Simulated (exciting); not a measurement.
# ZnSe (Stilleite) (F-43m) in exciting: a series of runs, part 2 of 2

exciting (release sodium). Earlier steps stand in the parts before.

### 3 Band structure, PBE, spin-orbit coupling, no magnetisation

File input.xml:

```xml
<input>
  <title>ZnSe</title>
  <structure speciespath="./" tshift="false">
    <crystal scale="1">
      <basevect>0.000000000000 5.355105891965 5.355105891965</basevect>
      <basevect>5.355105891965 0.000000000000 5.355105891965</basevect>
      <basevect>5.355105891965 5.355105891965 0.000000000000</basevect>
    </crystal>
    <species speciesfile="Se.xml" rmt="2">
      <atom coord="0.750000000000 0.750000000000 0.750000000000"/>
    </species>
    <species speciesfile="Zn.xml" rmt="2">
      <atom coord="0.000000000000 0.000000000000 0.000000000000"/>
    </species>
  </structure>
  <groundstate do="fromscratch" ngridk="6 6 6" rgkmax="9" gmaxvr="14" lmaxapw="10" lmaxmat="10" lmaxvr="8" xctype="GGA_PBE" stype="Fermi Dirac" swidth="0.00183747" nempty="20" ValenceRelativity="iora*" epsengy="1e-05" epspot="1e-05" maxscl="60" outputlevel="normal">
    <spin spinorb="true"/>
  </groundstate>
  <properties>
    <bandstructure>
      <plot1d>
        <path steps="80">
          <point coord="0 0 0" label="G"/>
          <point coord="0.5 0 0.5" label="X"/>
          <point coord="0.5 0.25 0.75" label="W"/>
          <point coord="0.375 0.375 0.75" label="K"/>
          <point coord="0 0 0" label="G"/>
          <point coord="0.5 0.5 0.5" label="L"/>
          <point coord="0.625 0.25 0.625" label="U"/>
          <point coord="0.5 0.25 0.75" label="W"/>
          <point coord="0.5 0.5 0.5" label="L"/>
          <point coord="0.375 0.375 0.75" label="K" breakafter="true"/>
          <point coord="0.625 0.25 0.625" label="U"/>
          <point coord="0.5 0 0.5" label="X"/>
        </path>
      </plot1d>
    </bandstructure>
    <dos nwdos="300" winddos="-0.6 0.5" inttype="tetra" ngrdos="100" nsmdos="0"/>
  </properties>
</input>
```

Potentials or basis: all-electron LAPW+lo, shipped species files, valence relativity iora*.

Started as:

```console
$ OMP_NUM_THREADS=1 exciting_smp
```

INFO.OUT:

```text
================================================================================
EXCITING SODIUM started
[... 10 lines left out ...]

 Lattice vectors (cartesian) :
      0.0000000000      5.3551058920      5.3551058920
      5.3551058920      0.0000000000      5.3551058920
      5.3551058920      5.3551058920      0.0000000000

 Reciprocal lattice vectors (cartesian) :
     -0.5866536941      0.5866536941      0.5866536941
      0.5866536941     -0.5866536941      0.5866536941
      0.5866536941      0.5866536941     -0.5866536941

 Unit cell volume                           :     307.1384474741
 Brillouin zone volume                      :       0.8076169411

 Species :    1 (Se)
     parameters loaded from                 :    Se.xml
     name                                   :    selenium
     nuclear charge                         :     -34.00000000
     electronic charge                      :      34.00000000
     atomic mass                            :  143935.27480000
     muffin-tin radius                      :       2.00000000
     # of radial points in muffin-tin       :     350

[... 47 lines left out ...]

 Number of empty states                     :      20
 Total number of valence states             :      76

 Maximum Hamiltonian size                   :     515
 Maximum number of plane-waves              :     489
 Total number of local-orbitals             :      26

 Exchange-correlation type                  :      20
[... 23 lines left out ...]
+ SCF iteration number :    1                                                  +
++++++++++++++++++++++++++++++++++++++++++++++++++++++++++++++++++++++++++++++++
 Total energy                               :     -4225.89203786
 _______________________________________________________________
 Fermi energy                               :         0.16192676
 Kinetic energy                             :      4317.66973881
 Coulomb energy                             :     -8383.87115713
 Exchange energy                            :      -156.57619238
 Correlation energy                         :        -3.11442717
 No external B-field energy in total energy
[... 552 lines left out ...]
 RMS change in effective potential (target) :  0.612925E-08  ( 0.100000E-04)
 Absolute change in total energy   (target) :  0.494460E-06  ( 0.100000E-04)
 Charge distance                   (target) :  0.720470E-09  ( 0.100000E-04)

++++++++++++++++++++++++++++++++++++++++++++++++++++++++++++++++++++++++++++++++
| Convergency criteria checked for the last 2 iterations                       +
| Convergence targets achieved. Performing final SCF iteration                 +
++++++++++++++++++++++++++++++++++++++++++++++++++++++++++++++++++++++++++++++++
 Total energy                               :     -4226.40459086
 _______________________________________________________________
 Fermi energy                               :         0.16718024
 Kinetic energy                             :      4317.32452685
 Coulomb energy                             :     -8383.98968134
 Exchange energy                            :      -156.62299395
 Correlation energy                         :        -3.11644242
 No external B-field energy in total energy
[... 14 lines left out ...]
 Moments :
     interstitial                 :     0.00000000     0.00000000    -0.00000000
     moment in muffin-tin spheres :
         atom     1    Se         :    -0.00000000     0.00000000     0.00000000
         atom     2    Zn         :    -0.00000000    -0.00000000    -0.00000000
     total moment in muffin-tins  :    -0.00000000    -0.00000000    -0.00000000
     total moment                 :     0.00000000     0.00000000    -0.00000000

++++++++++++++++++++++++++++++++++++++++++++++++++++++++++++++++++++++++++++++++
[... 12 lines left out ...]
| EXCITING SODIUM stopped                                                      =
================================================================================
```

stdout:

```text
Info(bandstr):
 band structure plot written to BAND.OUT

 Fermi energy is at zero in plot

 Vertex location lines written to BANDLINES.OUT

Info(dos):

   Total density of states written to TDOS.OUT

   Fermi energy is at zero in plot

   DOS units are states/Hartree/unit cell
```

It took 4.3 min on 1 thread of Arm Neoverse V1, shared host; peak memory 0.19 GiB.

Results:

```
Band gap on the k mesh                            : 1.16 eV, direct
Band gap along the path                           : 1.16 eV, direct
All electrons inside the program's atomic spheres : Se 31.27; Zn 28.12 (radii Se 2.0, Zn 2.0 bohr)
```

Levels at the corners of the path, in eV from the valence-band top:
```csv
point,band 31,band 32,band 33,band 34,band 35,band 36,band 37,band 38
Γ,0.00,0.00,0.00,0.00,1.16,1.16,5.59,5.59
X,-2.39,-2.39,-2.22,-2.22,2.88,2.88,3.35,3.35
W,-2.99,-2.82,-2.77,-2.75,5.27,5.37,5.45,5.51
K,-3.27,-3.15,-1.91,-1.91,3.47,3.47,5.43,5.53
Γ,0.00,0.00,0.00,0.00,1.16,1.16,5.59,5.59
L,-1.11,-1.11,-0.88,-0.88,2.42,2.42,6.24,6.24
U,-3.27,-3.15,-1.91,-1.91,3.47,3.47,5.43,5.53
W,-2.99,-2.82,-2.77,-2.75,5.27,5.37,5.45,5.51
L,-1.11,-1.11,-0.88,-0.88,2.42,2.42,6.24,6.24
K,-3.27,-3.15,-1.91,-1.91,3.47,3.47,5.43,5.53
U,-3.27,-3.15,-1.91,-1.91,3.47,3.47,5.43,5.53
X,-2.39,-2.39,-2.22,-2.22,2.88,2.88,3.35,3.35
```

States per cell in windows of 0.5 eV (zero at the valence-band top; states under -8 eV left out):
| from (eV) | total |
| --- | --- |
| -8.0 | 0.00 |
| -7.5 | 0.00 |
| -7.0 | 4.27 |
| -6.5 | 6.46 |
| -6.0 | 0.00 |
| -5.5 | 0.12 |
| -5.0 | 1.14 |
| -4.5 | 0.32 |
| -4.0 | 0.20 |
| -3.5 | 0.29 |
| -3.0 | 0.76 |
| -2.5 | 0.87 |
| -2.0 | 0.95 |
| -1.5 | 0.85 |
| -1.0 | 0.43 |
| -0.5 | 0.13 |
| 0.0 | 0.00 |
| 0.5 | 0.00 |
| 1.0 | 0.00 |
| 1.5 | 0.01 |
| 2.0 | 0.03 |
| 2.5 | 0.19 |
| 3.0 | 0.51 |
| 3.5 | 0.80 |
| 4.0 | 0.59 |
| 4.5 | 0.52 |
| 5.0 | 0.58 |
| 5.5 | 0.71 |
| 6.0 | 0.51 |
| 6.5 | 0.83 |
| 7.0 | 0.64 |
| 7.5 | 0.63 |

Caveat: total energies with spin-orbit coupling aren't reliable in this program, so none is listed and the log's shouldn't be used; the tetrahedron DOS on this energy grid can lose part of the weight of narrow d or f bands.

### 4 TDDFT spectrum, PBEsol

File run_exciting.py:

```python
import subprocess
import xml.etree.ElementTree as ET
from ase.io import read
from ase.units import Bohr

atoms = read("ZnSe.xyz")
rmt = {'Se': 2.0, 'Zn': 2.0}  # bohr
tasks = """
<groundstate do="fromscratch" ngridk="5 5 5" rgkmax="7.5" gmaxvr="14" lmaxapw="10" lmaxmat="10" lmaxvr="8" xctype="GGA_PBE_SOL" stype="Gaussian" swidth="0.00018375" nempty="10" ValenceRelativity="iora*" epsengy="1e-05" epspot="1e-05" maxscl="60" outputlevel="normal"/>
<xs xstype="TDDFT" ngridk="6 6 6" vkloff="0.097 0.273 0.493" nempty="30" gqmax="2" broad="0.007" scissor="0.018375" tevout="true">
  <energywindow intv="0 0.7" points="250"/>
  <tddft fxctype="RPA"/>
  <qpointset>
    <qpoint>0 0 0</qpoint>
  </qpointset>
</xs>
"""

root = ET.Element("input")
ET.SubElement(root, "title").text = "ZnSe"
structure = ET.SubElement(root, "structure", speciespath="./", tshift="false")
crystal = ET.SubElement(structure, "crystal", scale="1.0")
for vector in atoms.cell / Bohr:
    ET.SubElement(crystal, "basevect").text = " ".join(f"{x:.12f}" for x in vector)
symbols = atoms.get_chemical_symbols()
for element in dict.fromkeys(symbols):
    species = ET.SubElement(structure, "species", speciesfile=element + ".xml", rmt=str(rmt[element]))
    for symbol, position in zip(symbols, atoms.get_scaled_positions(wrap=False)):
        if symbol == element:
            ET.SubElement(species, "atom", coord=" ".join(f"{x:.12f}" for x in position))
root.extend(ET.fromstring("<tasks>" + tasks + "</tasks>"))
ET.indent(root)
ET.ElementTree(root).write("input.xml")
subprocess.run(["exciting_smp"], check=True)
```

File ZnSe.xyz:

```xyz
2
Lattice="0.0000000000 2.8338000000 2.8338000000 2.8338000000 0.0000000000 2.8338000000 2.8338000000 2.8338000000 0.0000000000" Properties=species:S:1:pos:R:3 pbc="T T T"
Se     4.2507000000      4.2507000000      4.2507000000
Zn     0.0000000000      0.0000000000      0.0000000000
```

Potentials or basis: all-electron LAPW+lo, shipped species files, valence relativity iora*.

Started as:

```console
$ OMP_NUM_THREADS=2 python run_exciting.py
```

Standard output:

```text
================================================================================
EXCITING SODIUM started
[... 10 lines left out ...]

 Lattice vectors (cartesian) :
      0.0000000000      5.3551058954      5.3551058954
      5.3551058954      0.0000000000      5.3551058954
      5.3551058954      5.3551058954      0.0000000000

 Reciprocal lattice vectors (cartesian) :
     -0.5866536937      0.5866536937      0.5866536937
      0.5866536937     -0.5866536937      0.5866536937
      0.5866536937      0.5866536937     -0.5866536937

 Unit cell volume                           :     307.1384480646
 Brillouin zone volume                      :       0.8076169395

 Species :    1 (Se)
     parameters loaded from                 :    Se.xml
     name                                   :    selenium
     nuclear charge                         :     -34.00000000
     electronic charge                      :      34.00000000
     atomic mass                            :  143935.27480000
     muffin-tin radius                      :       2.00000000
     # of radial points in muffin-tin       :     350

     atomic positions (lattice) :
       1 :   0.75000000  0.75000000  0.75000000

 Species :    2 (Zn)
[... 42 lines left out ...]
 Total number of valence states             :      28

 Maximum Hamiltonian size                   :     316
 Maximum number of plane-waves              :     290
 Total number of local-orbitals             :      26

 Exchange-correlation type                  :      22
     PBEsol, Phys. Rev. Lett. 100, 136406 (2008)
     Generalised gradient approximation (GGA)

 Smearing scheme                            :    Gaussian
 Smearing width                             :       0.00018375

 Using multisecant Broyden potential mixing
[... 16 lines left out ...]
+ SCF iteration number :    1                                                  +
++++++++++++++++++++++++++++++++++++++++++++++++++++++++++++++++++++++++++++++++
 Total energy                               :     -4220.91921116
 _______________________________________________________________
 Fermi energy                               :         0.15457334
 Kinetic energy                             :      4314.94242654
 Coulomb energy                             :     -8379.34718428
 Exchange energy                            :      -152.95960234
 Correlation energy                         :        -3.55485109
[... 462 lines left out ...]
 RMS change in effective potential (target) :  0.180149E-09  ( 0.100000E-04)
 Absolute change in total energy   (target) :  0.353430E-07  ( 0.100000E-04)
 Charge distance                   (target) :  0.186754E-09  ( 0.100000E-04)

++++++++++++++++++++++++++++++++++++++++++++++++++++++++++++++++++++++++++++++++
| Convergency criteria checked for the last 2 iterations                       +
| Convergence targets achieved. Performing final SCF iteration                 +
++++++++++++++++++++++++++++++++++++++++++++++++++++++++++++++++++++++++++++++++
 Total energy                               :     -4223.33980980
 _______________________________________________________________
 Fermi energy                               :         0.15309846
 Kinetic energy                             :      4313.72197057
 Coulomb energy                             :     -8380.44292124
 Exchange energy                            :      -153.06174076
 Correlation energy                         :        -3.55711837
[... 14 lines left out ...]
 Estimated fundamental gap                  :         0.04228904
        valence-band maximum at    1      0.0000  0.0000  0.0000
     conduction-band minimum at    1      0.0000  0.0000  0.0000

++++++++++++++++++++++++++++++++++++++++++++++++++++++++++++++++++++++++++++++++
[... 9 lines left out ...]
| EXCITING SODIUM stopped                                                      =
================================================================================
```

input.xml:

```text
<input>
  <title>ZnSe</title>
  <structure speciespath="./" tshift="false">
    <crystal scale="1.0">
      <basevect>0.000000000000 5.355105895397 5.355105895397</basevect>
      <basevect>5.355105895397 0.000000000000 5.355105895397</basevect>
      <basevect>5.355105895397 5.355105895397 0.000000000000</basevect>
    </crystal>
    <species speciesfile="Se.xml" rmt="2.0">
      <atom coord="0.750000000000 0.750000000000 0.750000000000" />
    </species>
    <species speciesfile="Zn.xml" rmt="2.0">
      <atom coord="0.000000000000 0.000000000000 -0.000000000000" />
    </species>
  </structure>
  <groundstate do="fromscratch" ngridk="5 5 5" rgkmax="7.5" gmaxvr="14" lmaxapw="10" lmaxmat="10" lmaxvr="8" xctype="GGA_PBE_SOL" stype="Gaussian" swidth="0.00018375" nempty="10" ValenceRelativity="iora*" epsengy="1e-05" epspot="1e-05" maxscl="60" outputlevel="normal" />
  <xs xstype="TDDFT" ngridk="6 6 6" vkloff="0.097 0.273 0.493" nempty="30" gqmax="2" broad="0.007" scissor="0.018375" tevout="true">
    <energywindow intv="0 0.7" points="250" />
    <tddft fxctype="RPA" />
    <qpointset>
      <qpoint>0 0 0</qpoint>
    </qpointset>
  </xs>
</input>
```

Wall time 3.6 min (2 threads of Intel Xeon Platinum 8375C at 2.90GHz (Ice Lake), shared host); peak memory 0.35 GiB.

Results:

```
Band gap on the k mesh                            : 1.15 eV, direct
All electrons inside the program's atomic spheres : Se 31.26; Zn 28.11 (radii Se 2.0, Zn 2.0 bohr)
```

Dielectric function (mean over the directions given):
```csv
energy (eV),real part,imaginary part
0.30,6.44,0.03
1.22,6.82,0.15
2.21,8.09,1.60
3.20,8.44,2.52
4.19,6.82,6.28
5.18,6.35,5.52
6.17,0.44,10.04
7.16,0.19,5.46
8.15,-1.10,5.22
9.14,-1.61,3.49
10.06,-1.14,2.24
11.05,-0.98,1.96
12.04,-0.64,1.41
13.03,-0.56,1.10
14.02,-0.44,0.85
15.01,-0.18,0.61
16.00,0.04,0.47
16.99,0.20,0.47
17.98,0.26,0.40
18.97,0.39,0.41
```

Caveat: the scissor shift is a trial value, not fitted to this crystal; spectra need much finer meshes, so this one isn't converged.

### 5 The reference run

An earlier run on the cell as given: functional PBE; potentials or basis all-electron LAPW+lo, shipped species files, valence relativity iora*; rgkmax 9; k mesh 8 × 8 × 8; occupations fermi-dirac, width 0.05 eV; no spin polarisation.

* Band gap on the k mesh: 1.29 eV, direct
* All electrons inside the program's atomic spheres: Se 31.27; Zn 28.12 (radii Se 2.0, Zn 2.0 bohr)

### 6 Overview

```tsv
task	level	spin	k mesh	smearing	outputlevel	nempty	q or response mesh	exchange-correlation kernel	scissor shift (eV)	rgkmax	gap on the mesh (eV)
band structure	PBE	off	8 × 8 × 8	fermi-dirac 0.05 eV	normal	10	-	-	-	9	1.29
band structure	PBE	SOC, no magnetisation	6 × 6 × 6	fermi-dirac 0.05 eV	normal	20	-	-	-	9	1.16
TDDFT spectrum	PBEsol	off	5 × 5 × 5	gaussian 0.005 eV	-	10	6 × 6 × 6	RPA	0.5 eV	7.5	1.15
single point	PBE	off	8 × 8 × 8	fermi-dirac 0.05 eV	-	10	-	-	-	9	1.29
```

Alike in all rows: potentials or basis all-electron LAPW+lo, shipped species files, valence relativity iora*; cell as given.

On the cell as given the gap runs from 1.15 eV (PBEsol) to 1.29 eV (PBE); the meshes differ, which moves gaps too.

Caveats: the tetrahedron DOS on this energy grid can lose part of the weight of narrow d or f bands (some runs); the scissor shift is a trial value, not fitted to this crystal (some runs); spectra need much finer meshes, so this one isn't converged (some runs).

Compare energies only between runs with the same functional and basis.

### 7 Against experiment

Step 2. A measured gap of ZnSe is 2.695 eV (an exciton energy, a little under the gap; 300 K; “Alloy Disordering Effects on the Thermal Conductivity and Energy Gap Temperature Dependence of Cd1−xZnxSe Ternary Crystals Grown by the Bridgman Method”, 2023, pmc:10253836); the calculated 1.29 eV misses it by -1.41 eV. So large a miss can be the level of theory's own, or it may mean another phase, state or a wrong row. Spin-orbit coupling on Se is left out. The value is that of PBE, without temperature or zero-point motion. Semilocal functionals fall short of measured gaps as a rule.

Step 3. Against the measured gap of ZnSe, 2.695 eV (an exciton energy, a little under the gap; 300 K; “Alloy Disordering Effects on the Thermal Conductivity and Energy Gap Temperature Dependence of Cd1−xZnxSe Ternary Crystals Grown by the Bridgman Method”, 2023, pmc:10253836), the calculated 1.16 eV is off by -1.53 eV. So large a miss can be the level of theory's own, or it may mean another phase, state or a wrong row. The value is that of PBE, without temperature or zero-point motion. Semilocal functionals fall short of measured gaps as a rule.

Step 4. Measured gap of ZnSe: 2.695 eV (an exciton energy, a little under the gap; 300 K; “Alloy Disordering Effects on the Thermal Conductivity and Energy Gap Temperature Dependence of Cd1−xZnxSe Ternary Crystals Grown by the Bridgman Method”, 2023, pmc:10253836). This calculation gives 1.15 eV (-1.54 eV). So large a miss can be the level of theory's own, or it may mean another phase, state or a wrong row. Spin-orbit coupling on Se is left out. The value is that of PBEsol, without temperature or zero-point motion. Semilocal functionals fall short of measured gaps as a rule.
